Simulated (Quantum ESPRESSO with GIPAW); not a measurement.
# Reading a 13C spectrum of CH6FN

A crystal of composition CH6FN (one database entry, not always the ambient form) has the 13C spectrum and parameters below, calculated by GIPAW (PBEsol; shifts against TMS, scatter of the reference line 0.8 ppm; spans on the shift scale).

Simulated spectrum, 13C MAS at 60 kHz, 14.1 T (151.0 MHz), lines broadened by 0.8 ppm; rigid lattice, with dipolar and J couplings left out: a single narrow line at 18.3 ppm.

```tsv
line	δ_iso (ppm)	relative area	span (ppm)	skew
A	18.3	1	42.2	1.00
```

What coordination and symmetry does each C site have?

A: skew ±1 point to an axis of order three or more.  The structure behind these values (space group R3m; other structures could give like values):

```tsv
line	surroundings	neighbours	bonds (Å)	site symmetry
A	CNH3	4	1.10 to 1.48	3m
```

[Banner, clock, file and message-heading lines were taken out of the pw.x and gipaw.x logs.]

[Logs are printed without paths, hosts, clocks, repeated set-up lines and the standing remarks that a program may print on its own settings, such as how far it seeks lower states.]

[Hosts, paths, dates, database ids (printed as entryN), source tags and the programs' standing remarks are cut or masked in the printed files.]
